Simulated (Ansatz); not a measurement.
**Pb: how the settings move a single-point run**

How sensitive is a single-point run of Pb to its settings? A reference run comes first, then one run with altered input.

Method: reference: DFT, PBEsol, all-electron PAW with datasets made for the crystal, scalar-relativistic, in Ansatz 0.2.0.

1 further run of the same task is left out (for a known fault of the program).

**1. The starting structure**

It takes space group Im-3m (No. 229, cubic). Conventional cell: a = 3.959 Å, b = 3.959 Å, c = 3.959 Å, α = 90.00°, β = 90.00°, γ = 90.00°. Pb (site symmetry m-3m) has 8 Pb at 3.43 Å as nearest neighbours.

Coordinates:

```cif
data_structure
_symmetry_space_group_name_H-M 'Im-3m'
_symmetry_Int_Tables_number 229
_cell_length_a 3.9593
_cell_length_b 3.9593
_cell_length_c 3.9593
_cell_angle_alpha 90.000
_cell_angle_beta 90.000
_cell_angle_gamma 90.000
_cell_volume 62.07
loop_
_atom_site_label
_atom_site_type_symbol
_atom_site_symmetry_multiplicity
_atom_site_Wyckoff_symbol
_atom_site_fract_x
_atom_site_fract_y
_atom_site_fract_z
_atom_site_occupancy
Pb1 Pb 2 a 0.00000 0.00000 0.00000 1
```

**2. Reference**

Input file input.yaml:

```yaml
crystal:
  lattice:
    - [-1.9796595667, 1.9796595667, 1.9796595667]
    - [1.9796595667, -1.9796595667, 1.9796595667]
    - [1.9796595667, 1.9796595667, -1.9796595667]
  atoms:
    - { symbol: Pb, position: [0.0, 0.0, 0.0] }
kpoints:
  mp_grid: { grid: [13, 13, 13] }
scf:
  occupations: { method: fermi_dirac, width: 0.08 }
hamiltonian:
  xc: pbesol
  pseudopotentials: { kind: all_electron, datasets: crystal, nuclear_model: point }
output:
  forces: true
  stress: true
  eigenvalues: true
  efg: { contact_densities: true }
```

Run with:

```sh
$ ansatz run input.yaml --threads 1 --pin off --max-ram 2048MiB --backend cpu --events-out ev --progress --plain --runs-dir out
```

**3. Variant: occupations.method gaussian, occupations.width 0.001, scf.algorithm density_mixing, xc_grid 2**

input.yaml: that of step 2 with these lines changed.

```diff
@@ -10,3 +10,4 @@
 scf:
-  occupations: { method: fermi_dirac, width: 0.08 }
+  occupations: { method: gaussian, width: 0.001 }
+  algorithm: density_mixing
 hamiltonian:
@@ -19 +20,3 @@
   efg: { contact_densities: true }
+basis:
+  xc_grid: 2
```

Before running it: what results should come out? Wanted: for each run, ending; energy change; pressure; gap; force.

The runs gave:

```tsv
run	ending	energy change	pressure (GPa)	gap (eV)	force (eV/Å)	cycles	time
reference	converged	0	-1.6	0.00	0.00	8	4.5 s
1: occupations.method gaussian, occupations.width 0.001, scf.algorithm density_mixing, xc_grid 2	converged	-0.2 meV/atom (σ→0)	-1.6	0.00	0.00	6	4.4 s
```

Residual by cycle in the longest SCF loop of each run; runs are numbered as in the table. The quantity is the density residual dr2, in eV.

```tsv
cycle	reference	run 1
1	0.0439	0.044
2	0.0192	0.00374
3	9.2e-4	1.1e-4
4	2.6e-4	1.2e-5
5	8.5e-6	1.1e-6
6	9.0e-7	1.8e-9
7	5.3e-8	-
8	2.4e-9	-
```

**Reading.** Changing the smearing and solver leaves the energy as it was (-0.2 meV/atom). Cost: 6 SCF cycles against 8.
